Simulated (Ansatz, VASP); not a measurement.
Two plane-wave programs on Rh

```
Rh
1.0
     0.00000    2.05319    1.60149
     2.05319    0.00000    1.60149
     2.05319    2.05319    0.00000
Rh
1
Direct
  0.00000 0.00000 0.00000
```

Alike in both runs: task single point; functional PBEsol; k mesh 30 × 30 × 30; occupations gaussian, width 0.15 eV; no spin polarisation.

```csv
,VASP,Ansatz
version,VASP 6.6.1,Ansatz 0.2.0
potentials or method,"VASP PAW PBE potentials, release 64 (Rh_pv)","scalar-relativistic, plane waves, PAW"
plane-wave cutoff (eV),520,420
valence electrons in the cell,15,17
```

VASP gave:

| Item | Value |
| --- | --- |
| gap on the k mesh at the Fermi level (eV) | none |
| pressure (GPa) | 6.4 |
| largest component of the traceless stress (GPa) | 18.00 |

Problem. What did Ansatz give for the same quantities?

Solution. gap on the k mesh at the Fermi level (eV): none; pressure (GPa): 6.5; largest component of the traceless stress (GPa): 18.00.

A gap of «none» marks a metal or a gap that the smearing closes. The two sets of potentials don't hold the same shells in valence.

Caveats: the PAW data sets were made with another functional, which shifts forces and pressure a little (VASP).
